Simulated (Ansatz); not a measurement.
A run of Ansatz 0.2.0:

input.yaml

```yaml
crystal:
  lattice:
    - [1.990968, -2.15355, 0.0]
    - [1.990968, 2.15355, 0.0]
    - [0.0, 0.0, 5.155928]
  atoms:
    - { symbol: Cu, position: [0.5, 0.0, 0.0] }
    - { symbol: Cu, position: [0.0, 0.5, 0.5] }
    - { symbol: O, position: [0.5, 0.5, 0.25] }
    - { symbol: O, position: [0.5, 0.5, 0.75] }
kpoints:
  mp_grid: { grid: [9, 9, 5] }
scf:
  occupations: { method: fermi_dirac, width: 0.05 }
hamiltonian:
  xc: pbe
  pseudopotentials: { kind: all_electron, lapw: { basis_error: 0.002 } }
output: {}
phonons:
  method: fd
  supercell: [1, 1, 1]
```

Potentials or basis: all-electron LAPW, scalar-relativistic.

Command:

```sh
$ ansatz run input.yaml --threads 2 --pin off --max-ram 6144MiB --backend cpu --events-out ev --progress --plain --runs-dir out
```

Hardware: 2 threads of Intel(R) Xeon(R) Processor @ 2.50GHz (Skylake/Cascade Lake) (shared host).

How long does it take, and how much memory?

It took 8.6 min on 2 threads of Intel(R) Xeon(R) Processor @ 2.50GHz (Skylake/Cascade Lake), with other jobs on the host, peak memory 1.1 GiB. Counts: scf iterations 34, plane waves 897, k points 75, bands 33.
